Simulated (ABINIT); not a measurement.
Runs of ABINIT 10.8.3 (patched build) on ZrC. Symmetry: Fm-3m, No. 225, cubic system. The conventional cell has a = 4.730 Å, b = 4.730 Å, c = 4.730 Å, α = 90.00°, β = 90.00°, γ = 90.00°. Zr (site symmetry m-3m) is surrounded by 6 C at 2.37 Å. Around C (site symmetry m-3m) lie 6 Zr at 2.37 Å. 

| level | potentials or basis | k mesh | cutoff (eV) | fine-grid cutoff | gap on the mesh (eV) | pressure (GPa) |
| --- | --- | --- | --- | --- | --- | --- |
| r2SCAN | Ansatz NC r2SCAN | 10 × 10 × 10 | 1442 | - | none | (a) |
| r2SCAN | JTH PAW PBE v2.0 | 10 × 10 × 10 | 626 | 1224.51 eV | none | -1.3 |
| r2SCAN | PseudoDojo NC SR PBE v0.4.1 standard | 10 × 10 × 10 | 1333 | - | none | -3.2 |
| r2SCAN | Ansatz PAW PBE default generated set, frozen core | 10 × 10 × 10 | 490 | 979.61 eV | none | (b) |
| r2SCAN | SG15 NC PBE v1.2 | 10 × 10 × 10 | 1306 | - | none | -2.7 |
| PBE | PseudoDojo NC SR PBE v0.4.1 standard | 8 × 8 × 8 | 844 | - | none | - |

Alike in all rows: task single point; no spin polarisation; cell as given; smearing fermi-dirac 0.05 eV.

Problem. Fill in the values left out.

Solution. (a) -2.6; (b) -2.8.

Caveats: the PAW data sets were made with another functional, which shifts forces and pressure a little (some runs); the potentials were made for another functional, which shifts forces and pressure (some runs); a meta-GGA on potentials with a model core is unreliable (some runs); the atomic spheres overlap (some runs).

A k mesh can miss the band edges, and the runs leave out spin-orbit coupling on Zr.

A gap of «none» marks a metal or a gap under the smearing width.
